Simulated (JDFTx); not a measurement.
# CdS under changes of volume

One of the cells (20.871 Å³/atom); the others are scaled copies at fixed shape and fractional positions:

```xyz
2
Lattice="0.0000 2.7532 2.7532 2.7532 0.0000 2.7532 2.7532 2.7532 0.0000" Properties=species:S:1:pos:R:3 pbc="T T T"
Cd    0.0000    0.0000    0.0000
S     2.7532    2.7532    2.7532
```

Measurements of this composition are mostly on another form, of space group No. 186.

| Item | Value |
| --- | --- |
| Program | JDFTx 1.7.0 (patched build) |
| Functional | PBEsol |
| Potentials or basis | PseudoDojo-SR-PBEsol-0.4.1-standard with smoothed tails |
| Cutoff | 1388 eV |
| Density cutoff | 11102 eV |
| k mesh | 8 × 8 × 8 |
| Occupations | fermi-dirac, width 0.05 eV |
| Spin | no spin polarisation |

| volume (Å³/atom) | energy over the lowest point (meV/atom) | pressure (GPa) | gap on the mesh (eV) |
| --- | --- | --- | --- |
| 19.618 | 0.00 | 0.2 | 0.13 |
| 20.036 | 1.73 | -1.6 | 0.14 |
| 20.453 | 7.64 | -3.1 | 0.14 |
| 20.871 | 17.25 | -4.4 | 0.14 |
| 21.288 | 30.14 | -5.6 | 0.15 |
| 21.705 | 45.93 | -6.6 | 0.14 |
| 22.123 | ? | ? | ? |

What does the run at 22.123 Å³/atom give?

Energy over the lowest point 64.26 meV/atom; pressure -7.5 GPa; gap on the mesh 0.14 eV.

Worked out: A Birch-Murnaghan fit of order 3 (a polynomial in V^(-2/3)) to the other rows has its minimum at 19.66 Å³/atom with B0 = V·E''(V) = 84 GPa and B' = 4.6. It gives 64.35 meV/atom at 22.123 Å³/atom, against the run's 64.26, and -dE/dV = -7.5 GPa, against -7.5. A straight line through the other rows of the gap, of slope 0.114 eV per unit of ln V, extrapolates to 0.15 eV, against the run's 0.14.

Energies are extrapolated to zero smearing.

A mesh can miss the band edges. Spin-orbit coupling on Cd is left out.
